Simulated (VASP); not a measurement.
CaO: pressure as volume per atom varies

Plane-wave PAW density functional theory at fixed cell and atoms, no spin polarisation; stress and pressure are positive in compression. The results are calculated, by VASP 6.6.1.

Cell of the first row (space group Fm-3m, No. 225):
```
CaO
1.0
      0.0000     2.2777     2.2777
      2.2777     0.0000     2.2777
      2.2777     2.2777     0.0000
Ca O
1 1
Direct
  0.00000 0.00000 0.00000
  0.50000 0.50000 0.50000
```

Settings of every row: functional r2SCAN; spin orbit no; screening parameter 0 Å⁻¹; occupations Gaussian; smearing width 0.01 eV; wave cutoff 520 eV; datasets recommended PBE set; valence electrons 16; k mesh a 10; k mesh b 10; k mesh c 10.

```
row  volume per atom (Å³)  pressure (GPa)
  1                11.816           27.14
  2                12.193           20.46
  3                12.578           14.59
  4                12.971            9.46
  5                13.372            4.92
  6                13.782               ?
  7                14.199           -2.34
  8                14.625           -5.29
  9                 15.06           -7.84
 10                15.503          -10.04
```

Question: what pressure should row 6 give?

Worked fit of pressure. Take u = (V_r/V)^(2/3) − 1 with V_r = 13.372 Å³ an atom, which is twice the finite (Eulerian) strain; such expansions in the strain, on which the Birch-Murnaghan equation of state is built, carry the rest volume and the bulk modulus. The shown rows have u = 0.08597, 0.06347, 0.04165, 0.02051, 0, -0.03922, -0.05797, -0.07619, -0.09388. Least squares give pressure = 4.959 + 207.27 × u + 550.8 × u² + 469 × u³ GPa; a parabola predicts inner rows, each left out in turn, worse (root mean square 0.079 against 0.025 GPa). The rows lie off it by -0.01, 0.01, 0.01, 0.01, -0.04, 0.01, 0.01, 0.00, -0.01. The pressure vanishes at u = -0.0256, or V = 13.9 Å³ an atom, and there the bulk modulus at fixed shape and fractions is B = −V dP/dV = (2/3)(1 + u) dP/du = 117 GPa. The withheld row has u = -0.01993, so the fit gives 4.959 + 207.27 × (-0.01993) + 550.8 × (-0.01993)² + 469 × (-0.01993)³ = 1.04 GPa.

The calculation gave 1.06 GPa. The fit lies 0.02 GPa (0.054 % of the column's range) below it; its largest miss of a shown row is 0.04 GPa.
